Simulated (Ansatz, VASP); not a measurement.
## LiF in VASP and in Ansatz

```xyz
2
Lattice="0.0000 2.0140 2.0140 2.0140 0.0000 2.0140 2.0140 2.0140 0.0000" Properties=species:S:1:pos:R:3 pbc="T T T"
Li    0.0000    0.0000    0.0000
F     2.0140    2.0140    2.0140
```

Alike in both runs: task single point; functional LDA; k mesh 10 × 10 × 10; occupations fermi-dirac, width 0.03 eV; no spin polarisation.

```csv
,VASP,Ansatz
version,VASP 6.6.1,Ansatz 0.2.0
potentials or method,"VASP PAW LDA potentials, release 64 (Li_sv, F), cutoff 520 eV","all-electron LAPW, scalar-relativistic"
```

Ansatz gave:

```
gap on the k mesh at the Fermi level (eV) : 8.82
```

Task: Estimate VASP's values.

Result: gap on the k mesh at the Fermi level (eV): 8.83.

Ansatz ran all-electron here, so the differences hold the error of VASP's frozen core and of both bases.

 A k mesh can miss the band edges.
